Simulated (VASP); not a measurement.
# Cu2O (Pn-3m) in VASP: a series of runs

One crystal, Cu2O, is run at these levels: PBE; tasks: single point.

Everything below comes from runs of VASP 6.6.1. Logs are shortened: lines on timing, memory, paths and dates and some standing lists are left out, and cuts for length are marked.

**The experiment to reproduce.**

“Importance of surface oxygen vacancies for ultrafast hot carrier relaxation and transport in Cu2O”, 2021, arxiv:2103.03167 quotes, for a bulk crystal of Cu2O: band gap 2.17 eV (direct).

The results are compared with them further down.

## Step 1: The crystal as given

The structure is cubic, space group Pn-3m (No. 224). Conventional cell: a = 4.326 Å, b = 4.326 Å, c = 4.326 Å, α = 90.00°, β = 90.00°, γ = 90.00°. Around Cu (site symmetry -3m) lie 2 O at 1.87 Å. O (site symmetry -43m) is surrounded by 4 Cu at 1.87 Å.

## Step 2: Single point, PBE

Input file INCAR:

```
PREC     = Accurate       # precision mode
ENCUT    = 520            # plane-wave cutoff, eV
EDIFF    = 1E-7           # SCF threshold, eV
ISMEAR   = 0              # smearing method
SIGMA    = 0.02           # smearing width, eV
LREAL    = False          # projectors in reciprocal space
LASPH    = True           # aspherical terms in the spheres
NELM     = 60             # most SCF steps
ALGO     = Normal         # electronic algorithm
ISIF     = 2              # what is computed and relaxed
LWAVE    = False          # write WAVECAR
LCHARG   = False          # write CHGCAR
GGA      = PE             # functional
KPAR     = 8
```

Input file KPOINTS:

```
Automatic mesh
0
Gamma
  8 8 8
```

Input file POSCAR:

```
Cu2O                                    
1.0
    4.3262783669      0.0000000000      0.0000000000
    0.0000000000      4.3262783669      0.0000000000
    0.0000000000      0.0000000000      4.3262783669
  Cu              O             
     4     2
Direct
     0.2500000000000000    0.2500000000000000    0.2500000000000000
     0.2500000000000000    0.7500000000000000    0.7500000000000000
     0.7500000000000000    0.7500000000000000    0.2500000000000000
     0.7500000000000000    0.2500000000000000    0.7500000000000000
     0.0000000000000000    0.0000000000000000    0.0000000000000000
     0.5000000000000000    0.5000000000000000    0.5000000000000000
```

Potentials or basis: VASP PAW PBE potentials, release 64 (Cu, O).

Launch:

```
> cat potpaw_PBE.64/Cu/POTCAR potpaw_PBE.64/O/POTCAR > POTCAR
> mpirun -np 8 vasp_std > vasp.out
```

OUTCAR:

```text
PREC = Accurate
   ENCUT = 520
   EDIFF = 1E-7
   ISMEAR = 0
   LREAL = False
   LASPH = True
   NELM = 60
   ISIF = 2
   GGA = PE

 ion  position               nearest neighbor table
   1  0.250  0.250  0.250-   5 1.87   6 1.87
   2  0.250  0.750  0.750-   5 1.87   6 1.87
   3  0.750  0.750  0.250-   5 1.87   6 1.87
   4  0.750  0.250  0.750-   5 1.87   6 1.87
   5  0.000  0.000  0.000-   1 1.87   2 1.87   3 1.87   4 1.87
   6  0.500  0.500  0.500-   1 1.87   2 1.87   3 1.87   4 1.87

  LATTYP: Found a simple cubic cell.
 ALAT       =     4.3262783669

  Lattice vectors:

 A1 = (   4.3262783669,   0.0000000000,   0.0000000000)
 A2 = (   0.0000000000,   4.3262783669,   0.0000000000)
 A3 = (   0.0000000000,   0.0000000000,   4.3262783669)

Analysis of symmetry for initial positions (statically):
=====================================================================
 Subroutine PRICEL returns:
 Original cell was already a primitive cell.

 Routine SETGRP: Setting up the symmetry group for a
 simple cubic supercell.

 Subroutine GETGRP returns: Found 48 space group operations
 (whereof 24 operations were pure point group operations)
 out of a pool of 48 trial point group operations.

The static configuration has the point symmetry T_d .
 The point group associated with its full space group is O_h .

Analysis of symmetry for dynamics (positions and initial velocities):
=====================================================================
 Subroutine PRICEL returns:
 Original cell was already a primitive cell.

 Routine SETGRP: Setting up the symmetry group for a
 simple cubic supercell.

 Subroutine GETGRP returns: Found 48 space group operations
 (whereof 24 operations were pure point group operations)
 out of a pool of 48 trial point group operations.

The dynamic configuration has the point symmetry T_d .
 The point group associated with its full space group is O_h .

 Subroutine INISYM returns: Found 48 space group operations
 (whereof 24 operations are pure point group operations),
 and found     1 'primitive' translations

----------------------------------------------------------------------------------------

                                     Primitive cell

  volume of cell :      80.9736

  direct lattice vectors                    reciprocal lattice vectors
     4.326278367  0.000000000  0.000000000     0.231145552  0.000000000  0.000000000
     0.000000000  4.326278367  0.000000000     0.000000000  0.231145552  0.000000000
     0.000000000  0.000000000  4.326278367     0.000000000  0.000000000  0.231145552
[... 98 lines left out ...]
   ISIF   =      2    stress and relaxation
   ISYM   =      2    0-nonsym 1-usesym 2-fastsym
   POTIM  = 0.5000    time-step for ionic-motion
   TEBEG  =    0.0;   TEEND  =   0.0 temperature during run
   PSTRESS=    0.0 pullay stress
   NELECT =      56.0000    total number of electrons
   NUPDOWN=      -1.0000    fix difference up-down
   EMIN   =  10.00;   EMAX   =-10.00  energy-range for DOS
   EFERMI =   0.00;   METHOD = LEGACY
   ISMEAR =     0;   SIGMA  =   0.02  broadening in eV -4-tet -1-fermi 0-gaus
   EFERMI_NEDOS =   21; number of points for ismear=-14 and -15
   IALGO  =     38    algorithm
   IMIX   =      4    mixing-type and parameters
     AMIX     =   0.40;   BMIX     =  1.00
     AMIX_MAG =   1.60;   BMIX_MAG =  1.00
  volume/ion in A,a.u.               =      13.50        91.07
  Fermi-wavevector in a.u.,A,eV,Ry     =   1.447737  2.735826 28.517033  2.095943
  Thomas-Fermi vector in A             =   2.565658
   LORBIT       =      0    0 simple, 1 ext, 2 COOP (PROOUT), +10 PAW based schemes
   GGA     = PE    functional components
   LHFCALC =     F    Hartree Fock is set to
   AEXX    =    0.0000 exact exchange contribution
   IVDW    =     0    specifies the selected vdW correction
   LEPSILON=     F    determine dielectric tensor
   LRPA    =     F    only Hartree local field effects (RPA)
 non-spin polarized calculation
 Gauss-broadening in eV      SIGMA  =   0.02
  energy-cutoff  :      520.00
  volume of cell :       80.97
 maximum number of plane-waves:      2224
   NGX = 17   NGY = 17   NGZ = 17

 number of electron      55.9999926 magnetization

 Free energy of the ion-electron system (eV)
  ---------------------------------------------------
  ext. energy  EPLUGINS =         0.00000000
  ---------------------------------------------------
  free energy    TOTEN  =       -27.28554217 eV

  energy without entropy =      -27.28554217  energy(sigma->0) =      -27.28554217

 E-fermi :   4.3750     XC(G=0): -10.7976

 val. band max:        4.2646691371   @ k =   0.0000   0.0000   0.0000
 cond. band min:       4.7044636996   @ k =   0.0000   0.0000   0.0000
 fundamental gap:      0.4397945625
 Fermi energy:         4.3750330606

 k-point     1 :       0.0000    0.0000    0.0000
  band No.  band energies     occupation
      1     -15.5192      2.00000
      2     -14.8659      2.00000
      3      -2.5911      2.00000
      4      -2.5911      2.00000
      5      -2.5911      2.00000
      6      -0.3130      2.00000
[... 853 lines left out ...]
     32       8.0769      0.00000
     33      10.1016      0.00000

 [... further k-points ...]

------------------------ aborting loop because EDIFF is reached ----------------------------------------

  FORCE on cell =-STRESS in cart. coord.  units (eV):
  Direction    XX          YY          ZZ          XY          YZ          ZX
  --------------------------------------------------------------------------------------
  -------------------------------------------------------------------------------------
  Total       -0.7019883     -0.7019883     -0.7019883      0.0000000      0.0000000     -0.0000000
  in kB      -13.8898352    -13.8898352    -13.8898352      0.0000000      0.0000000     -0.0000000
  external PRESSURE =     -13.8898352 kB  Pullay stress =       0.0000000 kB

 VOLUME and BASIS-vectors are now :
 -----------------------------------------------------------------------------
  energy-cutoff  :      520.00
  volume of cell :       80.97
      direct lattice vectors                 reciprocal lattice vectors
     4.326278367  0.000000000  0.000000000     0.231145552  0.000000000  0.000000000
     0.000000000  4.326278367  0.000000000     0.000000000  0.231145552  0.000000000
     0.000000000  0.000000000  4.326278367     0.000000000  0.000000000  0.231145552

 POSITION                                       TOTAL-FORCE (eV/Angst)
 -----------------------------------------------------------------------------------
      1.08157      1.08157      1.08157        -0.000000      0.000000     -0.000000
      1.08157      3.24471      3.24471        -0.000000     -0.000000      0.000000
      3.24471      3.24471      1.08157        -0.000000      0.000000      0.000000
      3.24471      1.08157      3.24471         0.000000      0.000000     -0.000000
      0.00000      0.00000      0.00000        -0.000000     -0.000000      0.000000
      2.16314      2.16314      2.16314        -0.000000      0.000000      0.000000
 -----------------------------------------------------------------------------------
    total drift:                               -0.000000      0.000000      0.000000

  FREE ENERGIE OF THE ION-ELECTRON SYSTEM (eV)
  ---------------------------------------------------
  free  energy   TOTEN  =       -27.2855421661 eV

  energy  without entropy=      -27.2855421661  energy(sigma->0) =      -27.28554217
```

stdout:

```text
POSCAR found type information on POSCAR CuO
 POSCAR found :  2 types and       6 ions
 scaLAPACK will be used
 -----------------------------------------------------------------------------
|                                                                             |
|           W    W    AA    RRRRR   N    N  II  N    N   GGGG   !!!           |
|           W    W   A  A   R    R  NN   N  II  NN   N  G    G  !!!           |
|           W    W  A    A  R    R  N N  N  II  N N  N  G       !!!           |
|           W WW W  AAAAAA  RRRRR   N  N N  II  N  N N  G  GGG   !            |
|           WW  WW  A    A  R   R   N   NN  II  N   NN  G    G                |
|           W    W  A    A  R    R  N    N  II  N    N   GGGG   !!!           |
|                                                                             |
|     For optimal performance we recommend to set                             |
|     This setting can greatly improve the performance of VASP for DFT.       |
|     The default, NCORE=1 might be grossly inefficient on modern             |
|     multi-core architectures or massively parallel machines. Do your        |
|     Unfortunately you need to use the default for GW and RPA                |
|     calculations (for HF NCORE is supported but not extensively tested      |
|     yet).                                                                   |
|                                                                             |
 -----------------------------------------------------------------------------

 LDA part: xc-table for (Slater+PW92), standard interpolation
 POSCAR, INCAR and KPOINTS ok, starting setup
 FFT: planning ... GRIDC
 FFT: planning ... GRID_SOFT
 FFT: planning ... GRID
 WAVECAR not read
 entering main loop
```

Wall time 35 s (8 MPI ranks of Intel Xeon Platinum 8175M at 2.50GHz (Skylake/Cascade Lake), shared host); peak memory 0.22 GiB.

What came out:

| Item | Value |
| --- | --- |
| Free energy | -27.2855 eV |
| Pressure | -1.4 GPa |
| Band gap on the k mesh | 0.44 eV, direct |

Levels at points of the mesh, in eV from the valence-band top:
```tsv
k point	band 26	band 27	band 28	band 29	band 30	band 31
(0.00, 0.00, 0.00)	0.00	0.00	0.00	0.44	1.41	1.41
(0.50, 0.00, 0.00)	-1.12	-0.36	-0.36	2.16	2.16	4.26
(0.50, 0.50, 0.00)	-1.13	-0.61	-0.61	1.90	1.90	3.77
(0.50, 0.50, 0.50)	-0.53	-0.53	-0.53	2.54	2.54	2.54
```

## Step 3: Single point, PBE (a relaxed cell with its volume scaled by 0.97)

INCAR is that of step 2.

KPOINTS is that of step 2.

POSCAR, as its differences from that of step 2:

```diff
@@ -2,5 +2,5 @@
 1.0
-    4.3262783669      0.0000000000      0.0000000000
-    0.0000000000      4.3262783669      0.0000000000
-    0.0000000000      0.0000000000      4.3262783669
+    4.2825755975      0.0000000000      0.0000000000
+    0.0000000000      4.2825755975      0.0000000000
+    0.0000000000      0.0000000000      4.2825755975
   Cu              O
```

Potentials or basis: VASP PAW PBE potentials, release 64 (Cu, O).

Launch:

```
> cat potpaw_PBE.64/Cu/POTCAR potpaw_PBE.64/O/POTCAR > POTCAR
> mpirun -np 8 vasp_std > vasp.out
```

It took 27 s on 8 MPI ranks of Intel Xeon Platinum 8175M at 2.50GHz (Skylake/Cascade Lake), shared host; peak memory 0.23 GiB.

It converged, with:

```
Free energy            : -27.2791 eV
Pressure               : 2.0 GPa
Band gap on the k mesh : 0.50 eV, direct
```

Levels at points of the mesh, in eV from the valence-band top:
```
           k point  band 25  band 26  band 27  band 28  band 29  band 30  band 31  band 32
(0.00, 0.00, 0.00)    -1.54     0.00     0.00     0.00     0.50     1.31     1.31     7.86
(0.50, 0.00, 0.00)    -1.17    -1.17    -0.38    -0.38     2.23     2.23     4.25     4.25
(0.50, 0.50, 0.00)    -1.18    -1.18    -0.64    -0.64     1.92     1.92     3.83     3.83
(0.50, 0.50, 0.50)    -0.98    -0.56    -0.56    -0.56     2.49     2.49     2.49     4.84
```

A k mesh can miss the band edges.

## Step 4: Single point, PBE (a relaxed cell with its volume scaled by 1.03)

INCAR is that of step 3.

KPOINTS is that of step 3.

POSCAR, as its differences from that of step 3:

```diff
@@ -2,5 +2,5 @@
 1.0
-    4.2825755975      0.0000000000      0.0000000000
-    0.0000000000      4.2825755975      0.0000000000
-    0.0000000000      0.0000000000      4.2825755975
+    4.3691155921      0.0000000000      0.0000000000
+    0.0000000000      4.3691155921      0.0000000000
+    0.0000000000      0.0000000000      4.3691155921
   Cu              O
```

Potentials or basis: VASP PAW PBE potentials, release 64 (Cu, O).

Launch:

```
> cat potpaw_PBE.64/Cu/POTCAR potpaw_PBE.64/O/POTCAR > POTCAR
> mpirun -np 8 vasp_std > vasp.out
```

OUTCAR:

```text
PREC = Accurate
   ENCUT = 520
   EDIFF = 1E-7
   ISMEAR = 0
   LREAL = False
   LASPH = True
   NELM = 60
   ISIF = 2
   GGA = PE

 ion  position               nearest neighbor table
   1  0.250  0.250  0.250-   5 1.89   6 1.89
   2  0.250  0.750  0.750-   5 1.89   6 1.89
   3  0.750  0.750  0.250-   5 1.89   6 1.89
   4  0.750  0.250  0.750-   5 1.89   6 1.89
   5  0.000  0.000  0.000-   1 1.89   2 1.89   3 1.89   4 1.89
   6  0.500  0.500  0.500-   1 1.89   2 1.89   3 1.89   4 1.89
[... 1073 lines left out ...]
  -------------------------------------------------------------------------------------
  Total       -2.2134759     -2.2134759     -2.2134759      0.0000000      0.0000000      0.0000000
  in kB      -42.5211281    -42.5211281    -42.5211281      0.0000000      0.0000000      0.0000000
  external PRESSURE =     -42.5211281 kB  Pullay stress =       0.0000000 kB

 VOLUME and BASIS-vectors are now :
 -----------------------------------------------------------------------------
  energy-cutoff  :      520.00
  volume of cell :       83.40
      direct lattice vectors                 reciprocal lattice vectors
     4.369115592  0.000000000  0.000000000     0.228879273  0.000000000  0.000000000
     0.000000000  4.369115592  0.000000000     0.000000000  0.228879273  0.000000000
     0.000000000  0.000000000  4.369115592     0.000000000  0.000000000  0.228879273

 POSITION                                       TOTAL-FORCE (eV/Angst)
 -----------------------------------------------------------------------------------
      1.09228      1.09228      1.09228         0.000000      0.000000     -0.000000
      1.09228      3.27684      3.27684         0.000000     -0.000000      0.000000
      3.27684      3.27684      1.09228         0.000000     -0.000000     -0.000000
      3.27684      1.09228      3.27684        -0.000000     -0.000000      0.000000
      0.00000      0.00000      0.00000        -0.000000      0.000000      0.000000
      2.18456      2.18456      2.18456        -0.000000      0.000000      0.000000
 -----------------------------------------------------------------------------------
    total drift:                               -0.000000      0.000000      0.000000

  FREE ENERGIE OF THE ION-ELECTRON SYSTEM (eV)
  ---------------------------------------------------
  free  energy   TOTEN  =       -27.2442952162 eV

  energy  without entropy=      -27.2442952162  energy(sigma->0) =      -27.24429522
```

stdout:

```text
POSCAR found type information on POSCAR CuO
 POSCAR found :  2 types and       6 ions
 scaLAPACK will be used
 -----------------------------------------------------------------------------
|                                                                             |
|           W    W    AA    RRRRR   N    N  II  N    N   GGGG   !!!           |
|           W    W   A  A   R    R  NN   N  II  NN   N  G    G  !!!           |
|           W    W  A    A  R    R  N N  N  II  N N  N  G       !!!           |
|           W WW W  AAAAAA  RRRRR   N  N N  II  N  N N  G  GGG   !            |
|           WW  WW  A    A  R   R   N   NN  II  N   NN  G    G                |
|           W    W  A    A  R    R  N    N  II  N    N   GGGG   !!!           |
|                                                                             |
|     For optimal performance we recommend to set                             |
|     This setting can greatly improve the performance of VASP for DFT.       |
|     The default, NCORE=1 might be grossly inefficient on modern             |
|     multi-core architectures or massively parallel machines. Do your        |
|     Unfortunately you need to use the default for GW and RPA                |
|     calculations (for HF NCORE is supported but not extensively tested      |
|     yet).                                                                   |
|                                                                             |
 -----------------------------------------------------------------------------

 LDA part: xc-table for (Slater+PW92), standard interpolation
 POSCAR, INCAR and KPOINTS ok, starting setup
 FFT: planning ... GRIDC
 FFT: planning ... GRID_SOFT
 FFT: planning ... GRID
 WAVECAR not read
 entering main loop
```

Wall time 33 s (8 MPI ranks of Intel Xeon Platinum 8175M at 2.50GHz (Skylake/Cascade Lake), shared host); peak memory 0.23 GiB.

Results:

```
Free energy            : -27.2443 eV
Pressure               : -4.3 GPa
Band gap on the k mesh : 0.38 eV, direct
```

A k mesh can miss the band edges.

## Step 5: Single point, PBE (a relaxed cell with its volume scaled by 0.94)

INCAR is that of step 4.

KPOINTS is that of step 4.

POSCAR, as its differences from that of step 4:

```diff
@@ -2,5 +2,5 @@
 1.0
-    4.3691155921      0.0000000000      0.0000000000
-    0.0000000000      4.3691155921      0.0000000000
-    0.0000000000      0.0000000000      4.3691155921
+    4.2379621907      0.0000000000      0.0000000000
+    0.0000000000      4.2379621907      0.0000000000
+    0.0000000000      0.0000000000      4.2379621907
   Cu              O
```

Launch:

```
> cat potpaw_PBE.64/Cu/POTCAR potpaw_PBE.64/O/POTCAR > POTCAR
> mpirun -np 8 vasp_std > vasp.out
```

Run time: 38 s. Hardware: 8 MPI ranks of Intel Xeon Platinum 8175M at 2.50GHz (Skylake/Cascade Lake), shared host; peak memory 0.23 GiB.

It converged, with:

* Free energy: -27.2159 eV
* Pressure: 6.1 GPa
* Band gap on the k mesh: 0.57 eV, direct

Levels at points of the mesh, in eV from the valence-band top:
| k point | band 24 | band 25 | band 26 | band 27 | band 28 | band 29 | band 30 | band 31 | band 32 | band 33 |
| --- | --- | --- | --- | --- | --- | --- | --- | --- | --- | --- |
| (0.00, 0.00, 0.00) | -1.61 | -1.61 | 0.00 | 0.00 | 0.00 | 0.57 | 1.20 | 1.20 | 8.05 | 8.05 |
| (0.50, 0.00, 0.00) | -1.73 | -1.23 | -1.23 | -0.40 | -0.40 | 2.30 | 2.30 | 4.24 | 4.24 | 7.52 |
| (0.50, 0.50, 0.00) | -1.51 | -1.24 | -1.24 | -0.67 | -0.67 | 1.93 | 1.93 | 3.89 | 3.89 | 6.87 |
| (0.50, 0.50, 0.50) | -1.67 | -1.01 | -0.58 | -0.58 | -0.58 | 2.44 | 2.44 | 2.44 | 4.95 | 4.95 |

A k mesh can miss the band edges.

## Step 6: The runs side by side

| cell | gap on the mesh (eV) | pressure (GPa) |
| --- | --- | --- |
| as given | 0.44 | -1.4 |
| a relaxed cell with its volume scaled by 0.97 | 0.50 | 2.0 |
| a relaxed cell with its volume scaled by 1.03 | 0.38 | -4.3 |
| a relaxed cell with its volume scaled by 0.94 | 0.57 | 6.1 |

Alike in all rows: task single point; level PBE; potentials or basis VASP PAW PBE potentials, release 64 (Cu, O); no spin polarisation; k mesh 8 × 8 × 8; cutoff (eV) 520; smearing gaussian 0.02 eV.

Absolute energies hang on the potentials; compare differences alone.

## Step 7: How close it comes

Step 2. A measured gap of Cu2O is 2.17 eV (direct; quoted in “Importance of surface oxygen vacancies for ultrafast hot carrier relaxation and transport in Cu2O”, 2021, arxiv:2103.03167); the calculated 0.44 eV misses it by -1.73 eV. So large a miss can be the level of theory's own, or it may mean another phase, state or a wrong row. The value is that of PBE on a finite k mesh, which can miss the band edges, without temperature or zero-point motion. Semilocal functionals fall short of measured gaps as a rule.
